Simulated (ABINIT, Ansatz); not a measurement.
# BN (Qingsongite): G0W0 on several meshes in ABINIT

Aim: the GW shift of BN (Qingsongite) against the k mesh.

Program: ABINIT 10.8.3. Level of theory: PBE and many-body steps on it, plane waves. Results are calculated unless marked as measured.

### 1. The structure

It takes space group F-43m (No. 216, cubic). Conventional cell: a = 3.615 Å, b = 3.615 Å, c = 3.615 Å, α = 90.00°, β = 90.00°, γ = 90.00°. Nearest to B lie 4 N at 1.57 Å. Nearest to N lie 4 B at 1.57 Å. Farther neighbours and most contacts between anions are not listed.

The cell and positions come from the Crystallography Open Database and are kept as given unless a step says otherwise.

### 2. Empty states on the mesh, 8×8×8 mesh, 226 bands

This step: ABINIT 10.8.3; DFT, PBE, plane waves, norm-conserving pseudopotentials.

The sums over transitions need many empty states on a uniform mesh; this step solves for them.

run.abi

```
acell 3*1.0 Angstrom
rprim 
  -0.000000000000 1.807500000000 1.807500000000
  1.807500000000 0.000000000000 1.807500000000
  1.807500000000 1.807500000000 -0.000000000000
ntypat 2
znucl 5 7
natom 2
typat 1 2
xred 
  0.000000000000 0.000000000000 0.000000000000
  0.250000000000 0.250000000000 0.250000000000
pp_dirpath "pseudos"
pseudos "B.upf, N.upf"
ecut 36
ngkpt 8 8 8
nshiftk 1
shiftk 0 0 0
kptopt 1
chksymbreak 0
irdden 1
istwfk *1
nband 226
prtvol 0
optdriver 6
gwr_task "HDIAGO"
paral_kgb 0
occopt 1
indata_prefix "in"
outdata_prefix "out"
tmpdata_prefix "tmp"
```

Run with:

```console
> OMP_NUM_THREADS=1 mpirun -n 4 abinit run.abi > log
```

The program printed:

```text
.Version 10.8.3 of ABINIT. v10.8.2 released Aug 2026.

 Symmetries : space group F-4 3 m (#216); Bravais cF (face-center cubic)
[... echo of the input left out ...]
== DATASET  1 ==================================================================
-   mpi_nproc: 4, omp_nthreads: 1 (-1 if OMP is not activated)

--- !DatasetInfo
iteration_state: {dtset: 1, }
dimensions: {natom: 2, nkpt: 29, mband: 226, nsppol: 1, nspinor: 1, nspden: 1, mpw: 869, }
cutoff_energies: {ecut:  36.0, pawecutdg:  -1.0, }
[...]
Indirect band gap semiconductor
 Fundamental gap:     4.535 (eV)
   VBM:     8.220 (eV) at k: [ 0.0000E+00,  0.0000E+00,  0.0000E+00]
   CBM:    12.755 (eV) at k: [ 5.0000E-01,  5.0000E-01,  0.0000E+00]
 Direct gap:         8.878 (eV) at k: [ 0.0000E+00,  0.0000E+00,  0.0000E+00]

== END DATASET(S) ==============================================================
================================================================================

 -outvars: echo values of variables after computation  --------
           etotal      0.0000000000E+00
            nband         226
             nkpt          29
          spgroup         216
 [... the other variables as echoed above ...]

 Calculation completed.
```

The job ended after 7.7 s (4 MPI ranks of Arm Neoverse V2, shared host; peak memory 0.35 GiB).

Numbers from this step:

- gap: 4.535 eV
- k of the valence top: 0, 0, 0
- k of the conduction bottom: 0.5, 0.5, 0
- least direct gap: 8.878 eV
- k points computed: 29
- lowest point of the top converged band, above the valence top: 374.1121 eV

On this mesh the gap is 4.535 eV.

The density comes from a self-consistent run that is not shown.

### 3. Screening, 8×8×8 mesh, 91 bands, screening to 283 eV

The RPA dielectric matrix is built and inverted for each q.

This step: RPA screening on PBE, plane waves, norm-conserving pseudopotentials.

Changes to run.abi since step 2:

```diff
@@ -20,10 +20,11 @@
 chksymbreak 0
-irdden 1
 istwfk *1
-nband 226
-prtvol 0
-optdriver 6
-gwr_task "HDIAGO"
-paral_kgb 0
 occopt 1
+irdwfk 1
+optdriver 3
+nband 91
+ecuteps 10.4
+inclvkb 2
+awtr 1
+symchi 1
 indata_prefix "in"
```

The program printed:

```text
.Version 10.8.3 of ABINIT. v10.8.2 released Aug 2026.

 Symmetries : space group F-4 3 m (#216); Bravais cF (face-center cubic)
[... echo of the input left out ...]
== DATASET  1 ==================================================================
-   mpi_nproc: 4, omp_nthreads: 1 (-1 if OMP is not activated)

--- !DatasetInfo
iteration_state: {dtset: 1, }
dimensions: {natom: 2, nkpt: 29, mband: 91, nsppol: 1, nspinor: 1, nspden: 1, mpw: 869, }
cutoff_energies: {ecut:  36.0, pawecutdg:  -1.0, }
electrons: {nelect:   8.00000000E+00, charge:   0.00000000E+00, occopt:   1.00000000E+00, tsmear:   1.00000000E-02, }

 SCREENING: Calculation of the susceptibility and dielectric matrices

 Based on a program developped by R.W. Godby, V. Olevano, G. Onida, and L. Reining.
 Incorporated in ABINIT by V. Olevano, G.-M. Rignanese, and M. Torrent.
.Using double precision arithmetic ; gwpc =  8

[... cell and pseudopotentials left out ...]
--------------------------------------------------------------------------------

 ==== K-mesh for the wavefunctions ====
 Number of points in the irreducible wedge :    29
[... list of points left out ...]
 Together with 24 symmetry operations and time-reversal symmetry
 yields   512 points in the full Brillouin Zone.

 ==== Q-mesh for the screening function ====
 Number of points in the irreducible wedge :    29
[... list of points left out ...]
 Together with 24 symmetry operations and time-reversal symmetry
 yields   512 points in the full Brillouin Zone.

 setmesh: FFT mesh size selected  =    20x   20x   20
          total number of points  =         8000

 vcoul_init : cutoff-mode = AUXILIARY_FUNCTION
 q-points for optical limit:   1
     1)      0.000010    0.000020    0.000030

- screening: taking advantage of time-reversal symmetry
- Maximum band index for partially occupied states nbvw = 4
- Remaining bands to be divided among processors   nbcw = 87
- Number of bands treated by each node ~21

 Number of electrons calculated from density =    8.0000; Expected =    8.0000
 average of density, n =  0.100376
 r_s =    1.3348
 omega_plasma =   30.5612 [eV]

 calculating chi0 at frequencies [eV] :
  1    0.000000E+00    0.000000E+00
  2    0.000000E+00    3.056116E+01

--------------------------------------------------------------------------------
  q-point number  1        q = ( 0.000000, 0.000000, 0.000000) [r.l.u.]
--------------------------------------------------------------------------------
[... chi0 elements left out ...]
 For q-point:  0.000010 0.000020 0.000030
  dielectric constant =   4.3104
  dielectric constant without local fields =   4.6610

  Average fulfillment of the sum rule on Im[epsilon] for q-point    1 :     92.08  [%]
[... wings left out ...]
  q-point number  2        q = ( 0.125000, 0.000000, 0.000000) [r.l.u.]
--------------------------------------------------------------------------------
[... chi0 elements left out ...]
  Average fulfillment of the sum rule on Im[epsilon] for q-point    2 :     99.05  [%]

 [... 27 further q-points ...]
```

Run time: 60 s. Hardware: 4 MPI ranks; peak memory 0.77 GiB.

Numbers from this step:

```yaml
eps_infinity_with_local_fields_on_this_mesh_along_the_program_s_q_direction: 4.310
the_same_without_local_fields: 4.661
plasma_frequency: 30.56 eV
plane_waves_in_the_screening_matrix: 137
```

Local fields lower ε∞ by 8 %.

### 4. 8×8×8

The self-energy is evaluated for the states that the input lists, and the levels follow from it, in one-shot runs by the linearised quasiparticle equation.

This step: G0W0 on PBE, plane waves, norm-conserving pseudopotentials.

Changes to run.abi since step 3:

```diff
@@ -23,8 +23,17 @@
 irdwfk 1
-optdriver 3
+optdriver 4
 nband 91
+gwcalctyp 0
+ecutsigx 36
+symsigma 1
+nkptgw 2
+kptgw 
+  0.0000000000 0.0000000000 0.0000000000
+  0.5000000000 0.5000000000 0.0000000000
+bdgw 
+  2 7
+  3 6
 ecuteps 10.4
-inclvkb 2
-awtr 1
-symchi 1
+irdscr 1
+ppmodel 1
 indata_prefix "in"
```

The program printed:

```text
.Version 10.8.3 of ABINIT. v10.8.2 released Aug 2026.

 Symmetries : space group F-4 3 m (#216); Bravais cF (face-center cubic)
[... echo of the input left out ...]
== DATASET  1 ==================================================================
-   mpi_nproc: 4, omp_nthreads: 1 (-1 if OMP is not activated)

--- !DatasetInfo
iteration_state: {dtset: 1, }
dimensions: {natom: 2, nkpt: 29, mband: 91, nsppol: 1, nspinor: 1, nspden: 1, mpw: 869, }
cutoff_energies: {ecut:  36.0, pawecutdg:  -1.0, }
electrons: {nelect:   8.00000000E+00, charge:   0.00000000E+00, occopt:   1.00000000E+00, tsmear:   1.00000000E-02, }

 SIGMA: Calculation of the GW corrections

 Based on a program developped by R.W. Godby, V. Olevano, G. Onida, and L. Reining.
 Incorporated in ABINIT by V. Olevano, G.-M. Rignanese, and M. Torrent.
.Using double precision arithmetic ; gwpc =  8

[... cell and pseudopotentials left out ...]
--------------------------------------------------------------------------------

 ==== K-mesh for the wavefunctions ====
 Number of points in the irreducible wedge :    29
[... list of points left out ...]
 Together with 24 symmetry operations and time-reversal symmetry
 yields   512 points in the full Brillouin Zone.

 ==== Q-mesh for screening function ====
 Number of points in the irreducible wedge :    29
[... list of points left out ...]
 Together with 24 symmetry operations and time-reversal symmetry
 yields   512 points in the full Brillouin Zone.

 vcoul_init : cutoff-mode = AUXILIARY_FUNCTION
 q-points for optical limit:   1
     1)      0.000010    0.000020    0.000030
 setmesh: FFT mesh size selected  =    25x   25x   25
          total number of points  =        15625

 Number of electrons calculated from density =    8.0000; Expected =    8.0000
 average of density, n =  0.100376
 r_s =    1.3348
 omega_plasma =   30.5612 [eV]

 === KS Band Gaps ===
  >>>> For spin  1
   Minimum direct gap =   8.8782 [eV], located at k-point      :   0.0000  0.0000  0.0000
   Fundamental gap    =   4.5349 [eV], Top of valence bands at :   0.0000  0.0000  0.0000
                                       Bottom of conduction at :   0.5000  0.5000  0.0000
 SIGMA fundamental parameters:
 PLASMON POLE MODEL  1
 number of plane-waves for SigmaX                  869
 number of plane-waves for SigmaC and W            137
 number of plane-waves for wavefunctions           869
 number of bands                                    91
 number of independent spin polarizations            1
 number of spinorial components                      1
 number of k-points in IBZ                          29
 number of q-points in IBZ                          29
 number of symmetry operations                      24
 number of k-points in BZ                          512
 number of q-points in BZ                          512
 number of frequencies for dSigma/dE                 9
 frequency step for dSigma/dE [eV]                0.25
 number of omega for Sigma on real axis              0
 max omega for Sigma on real axis  [eV]           0.00
 zcut for avoiding poles [eV]                     0.10

 EPSILON^-1 parameters (SCR file):
 dimension of the eps^-1 matrix on file            137
 dimension of the eps^-1 matrix used               137
 number of plane-waves for wavefunctions           869
 number of bands                                    91
 number of q-points in IBZ                          29
 number of frequencies                               2
 number of real frequencies                          1
 number of imag frequencies                          1

 matrix elements of self-energy operator (all in [eV])

 Perturbative Calculation

--- !SelfEnergy_ee
iteration_state: {dtset: 1, }
kpoint     : [   0.000,    0.000,    0.000, ]
spin       : 1
KS_gap     :    8.878
QP_gap     :   10.963
Delta_QP_KS:    2.085
data: !SigmaeeData |
     Band     E0 <VxcDFT>   SigX SigC(E0)      Z dSigC/dE  Sig(E)    E-E0       E
        2   8.220 -18.520 -22.080   2.414   0.827  -0.209 -19.467  -0.948   7.273
        3   8.220 -18.520 -22.080   2.414   0.827  -0.209 -19.467  -0.948   7.273
        4   8.220 -18.520 -22.080   2.414   0.827  -0.209 -19.467  -0.948   7.273
        5  17.099 -13.778  -7.152  -5.277   0.843  -0.187 -12.641   1.137  18.236
        6  17.099 -13.778  -7.152  -5.277   0.843  -0.187 -12.641   1.137  18.236
        7  17.099 -13.778  -7.152  -5.277   0.843  -0.187 -12.641   1.137  18.236

--- !SelfEnergy_ee
iteration_state: {dtset: 1, }
kpoint     : [   0.500,    0.500,    0.000, ]
spin       : 1
KS_gap     :    9.442
QP_gap     :   11.416
Delta_QP_KS:    1.974
data: !SigmaeeData |
     Band     E0 <VxcDFT>   SigX SigC(E0)      Z dSigC/dE  Sig(E)    E-E0       E
        3   3.313 -16.496 -21.657   3.435   0.815  -0.227 -17.903  -1.407   1.907
        4   3.313 -16.496 -21.657   3.435   0.815  -0.227 -17.903  -1.407   1.907
        5  12.755 -12.570  -7.394  -4.511   0.854  -0.171 -12.003   0.567  13.323
        6  17.562 -12.696  -6.779  -5.104   0.851  -0.176 -12.005   0.691  18.253

== END DATASET(S) ==============================================================
================================================================================

 -outvars: echo values of variables after computation  --------
           etotal      0.0000000000E+00
            nband          91
             nkpt          29
          spgroup         216
 [... the other variables as echoed above ...]

 Calculation completed.
```

It took 8.7 s on 4 MPI ranks; peak memory 0.79 GiB.

This step gave:

```
G0W0 gap on the points computed              : 6.050 eV
starting gap on the mesh                     : 4.535 eV
k of the valence top                         : 0, 0, 0
k of the conduction bottom                   : 0.5, 0.5, 0
Z at the valence top                         : 0.827
Z at the conduction bottom                   : 0.854
least direct G0W0 gap on the computed points : 10.96 eV
```

The gap on the mesh goes from 4.53 eV to 6.05 eV, a correction of +1.52 eV.

### 5. Empty states on the mesh, 6×6×6 mesh, 99 bands

This step: DFT, PBE, plane waves, norm-conserving pseudopotentials.

Changes to run.abi since step 4:

```diff
@@ -15,3 +15,3 @@
 ecut 36
-ngkpt 8 8 8
+ngkpt 6 6 6
 nshiftk 1
@@ -20,20 +20,10 @@
 chksymbreak 0
+irdden 1
 istwfk *1
+nband 99
+prtvol 0
+optdriver 6
+gwr_task "HDIAGO"
+paral_kgb 0
 occopt 1
-irdwfk 1
-optdriver 4
-nband 91
-gwcalctyp 0
-ecutsigx 36
-symsigma 1
-nkptgw 2
-kptgw 
-  0.0000000000 0.0000000000 0.0000000000
-  0.5000000000 0.5000000000 0.0000000000
-bdgw 
-  2 7
-  3 6
-ecuteps 10.4
-irdscr 1
-ppmodel 1
 indata_prefix "in"
```

The program printed:

```text
[banner, memory and clock lines left out]
.Version 10.8.3 of ABINIT. v10.8.2 released Aug 2026.

 Symmetries : space group F-4 3 m (#216); Bravais cF (face-center cubic)
[... echo of the input left out ...]
== DATASET  1 ==================================================================
-   mpi_nproc: 4, omp_nthreads: 1 (-1 if OMP is not activated)

--- !DatasetInfo
iteration_state: {dtset: 1, }
dimensions: {natom: 2, nkpt: 16, mband: 99, nsppol: 1, nspinor: 1, nspden: 1, mpw: 869, }
cutoff_energies: {ecut:  36.0, pawecutdg:  -1.0, }
[...]
Integrated=    8.0000E+00

 === KS gaps after direct diagonalization ===
 Indirect band gap semiconductor
 Fundamental gap:     4.535 (eV)
   VBM:     8.220 (eV) at k: [ 0.0000E+00,  0.0000E+00,  0.0000E+00]
   CBM:    12.755 (eV) at k: [ 5.0000E-01,  5.0000E-01,  0.0000E+00]
 Direct gap:         8.878 (eV) at k: [ 0.0000E+00,  0.0000E+00,  0.0000E+00]

== END DATASET(S) ==============================================================

 -outvars: echo values of variables after computation  --------
           etotal      0.0000000000E+00
            nband          99
             nkpt          16
          spgroup         216
 [... the other variables as echoed above ...]

 Calculation completed.
```

Run time: 4.5 s. Hardware: 4 MPI ranks; peak memory 0.28 GiB.

Numbers from this step:

```yaml
gap: 4.535 eV
k_of_the_valence_top: 0, 0, 0
k_of_the_conduction_bottom: 0.5, 0.5, 0
least_direct_gap: 8.878 eV
k_points_computed: 16
lowest_point_of_the_top_converged_band_above_the_valence_top: 192.0699 eV
```

On this mesh the gap is 4.535 eV.

### 6. Screening, 6×6×6 mesh, 91 bands, screening to 283 eV

This step: RPA screening on PBE, plane waves, norm-conserving pseudopotentials.

Changes to run.abi since step 5:

```diff
@@ -20,10 +20,11 @@
 chksymbreak 0
-irdden 1
 istwfk *1
-nband 99
-prtvol 0
-optdriver 6
-gwr_task "HDIAGO"
-paral_kgb 0
 occopt 1
+irdwfk 1
+optdriver 3
+nband 91
+ecuteps 10.4
+inclvkb 2
+awtr 1
+symchi 1
 indata_prefix "in"
```

The program printed:

```text
.Version 10.8.3 of ABINIT. v10.8.2 released Aug 2026.

 Symmetries : space group F-4 3 m (#216); Bravais cF (face-center cubic)
[... echo of the input left out ...]
== DATASET  1 ==================================================================
-   mpi_nproc: 4, omp_nthreads: 1 (-1 if OMP is not activated)

--- !DatasetInfo
iteration_state: {dtset: 1, }
dimensions: {natom: 2, nkpt: 16, mband: 91, nsppol: 1, nspinor: 1, nspden: 1, mpw: 869, }
cutoff_energies: {ecut:  36.0, pawecutdg:  -1.0, }
electrons: {nelect:   8.00000000E+00, charge:   0.00000000E+00, occopt:   1.00000000E+00, tsmear:   1.00000000E-02, }

 SCREENING: Calculation of the susceptibility and dielectric matrices

 Based on a program developped by R.W. Godby, V. Olevano, G. Onida, and L. Reining.
 Incorporated in ABINIT by V. Olevano, G.-M. Rignanese, and M. Torrent.
.Using double precision arithmetic ; gwpc =  8

[... cell and pseudopotentials left out ...]
--------------------------------------------------------------------------------

 ==== K-mesh for the wavefunctions ====
 Number of points in the irreducible wedge :    16
[... list of points left out ...]
 Together with 24 symmetry operations and time-reversal symmetry
 yields   216 points in the full Brillouin Zone.

 ==== Q-mesh for the screening function ====
 Number of points in the irreducible wedge :    16
[... list of points left out ...]
 Together with 24 symmetry operations and time-reversal symmetry
 yields   216 points in the full Brillouin Zone.

 setmesh: FFT mesh size selected  =    20x   20x   20
          total number of points  =         8000

 vcoul_init : cutoff-mode = AUXILIARY_FUNCTION
 q-points for optical limit:   1
     1)      0.000010    0.000020    0.000030

- screening: taking advantage of time-reversal symmetry
- Maximum band index for partially occupied states nbvw = 4
- Remaining bands to be divided among processors   nbcw = 87
- Number of bands treated by each node ~21

 Number of electrons calculated from density =    8.0000; Expected =    8.0000
 average of density, n =  0.100376
 r_s =    1.3348
 omega_plasma =   30.5612 [eV]

 calculating chi0 at frequencies [eV] :
  1    0.000000E+00    0.000000E+00
  2    0.000000E+00    3.056116E+01

--------------------------------------------------------------------------------
  q-point number  1        q = ( 0.000000, 0.000000, 0.000000) [r.l.u.]
--------------------------------------------------------------------------------
[... chi0 elements left out ...]
 For q-point:  0.000010 0.000020 0.000030
  dielectric constant =   4.3888
  dielectric constant without local fields =   4.7430

  Average fulfillment of the sum rule on Im[epsilon] for q-point    1 :     92.06  [%]
[... wings left out ...]
  q-point number  2        q = ( 0.166667, 0.000000, 0.000000) [r.l.u.]
--------------------------------------------------------------------------------
[... chi0 elements left out ...]
  Average fulfillment of the sum rule on Im[epsilon] for q-point    2 :     98.54  [%]

 [... 14 further q-points ...]
```

Wall time 14 s (4 MPI ranks); peak memory 0.5 GiB; 57 s of CPU time.

Numbers from this step:

| Quantity | Value |
| --- | --- |
| ε∞ with local fields, on this mesh, along the program's q direction | 4.389 |
| the same without local fields | 4.743 |
| plasma frequency | 30.56 eV |
| plane waves in the screening matrix | 137 |

[end of part 1 of 2]

[Paths, hosts, dates, memory and timing lines, banners, echoed tables and standing remarks are left out of the program output.]

[Logs are printed without paths, hosts, clocks, repeated set-up lines and the standing remarks that a program may print on its own settings, such as how far it seeks lower states.]

[Runs of the session that timed out or met a known fault of the program may be left out.]

[Hosts, paths, dates, database ids (printed as entryN), source tags and the programs' standing remarks are cut or masked in the printed files.]

[G0W0 gaps are taken among the corrected bands and points alone; a level outside them can change the order at an edge.]

[Where Ansatz stands beside ABINIT at settings called matched, ABINIT's density can come from a denser mesh and the files from another edition; pairs whose starting gaps differed by over 0.03 eV were left out, so agreement reads better than it is.]
